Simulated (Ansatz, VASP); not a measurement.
**C: VASP beside Ansatz**

```
CELL_PARAMETERS angstrom
0.00000 1.81015 1.72990
1.81015 0.00000 1.72990
1.81015 1.81015 0.00000
ATOMIC_POSITIONS crystal
C 0.50000 0.50000 0.50000
C 0.75000 0.75000 0.75000
```

Change from the starting cell: strain +0.015 along x and y, -0.030 along z, atoms carried along.

Alike in both runs: task single point; functional PBE; k mesh 12 × 12 × 12; occupations gaussian, width 0.05 eV; no spin polarisation.

```csv
,VASP,Ansatz
version,VASP 6.6.1,Ansatz 0.2.0
potentials or method,"VASP PAW PBE potentials, release 64 (C)","scalar-relativistic, plane waves, PAW"
plane-wave cutoff (eV),520,420
valence electrons in the cell,8,8
```

Ansatz gave:

* gap on the k mesh at the Fermi level (eV): 3.03
* least direct gap on the mesh (eV): 4.81
* pressure (GPa): 2.1
* largest component of the traceless stress (GPa): 26.83

Which values does VASP return?

gap on the k mesh at the Fermi level (eV): 3.03; least direct gap on the mesh (eV): 4.80; pressure (GPa): 2.8; largest component of the traceless stress (GPa): 26.81.
